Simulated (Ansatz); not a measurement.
A crystal relaxed with r2SCAN+rVV10 in Ansatz 0.2.0 has space group Pnma (No. 62) and a = 11.218 Å, b = 3.962 Å, c = 4.433 Å.

```
atom  site       x       y       z
  Xx    4c  0.1192  0.2500  0.1258
   S    4c  0.8495  0.2500  0.4871
```

The r2SCAN gap is indirect, 1.02 eV (Γ–Z (0.91 of the way from Γ) to Y–Γ (0.35 of the way from Y)), below the direct gap of 1.32 eV at Y–Γ (0.40 of the way from Y). HSE06 gives an indirect gap of 1.19 eV, from Γ–Z (0.91 of the way from Γ) to Y–Γ (0.35 of the way from Y); the least direct gap is 1.51 eV at Y–Γ (0.40 of the way from Y). Meshes: r2SCAN 2×6×6, HSE06 2×4×4.

Q: Which element is Xx?
A. C
B. Hf
C. Sn
D. Ti

A: C. Xx is Sn: an 8-atom cell of SnS started from a crystallographic database. Sn has 3 S at 2.63–2.64 Å; S has 3 Sn at 2.63–2.64 Å.

(Simulation; spin polarisation is off.)

No spin-orbit coupling is included; it can move band edges with weight on the heavy atoms by tenths of an eV.

Where an edge lies off the special points, it is a point of the mesh or the k point where a search put PBE's edge or least direct gap, reused for the other functionals, whose own edges may lie a little apart.

The meshes of the hybrids are coarse, so their gaps aren't converged to the digits shown.
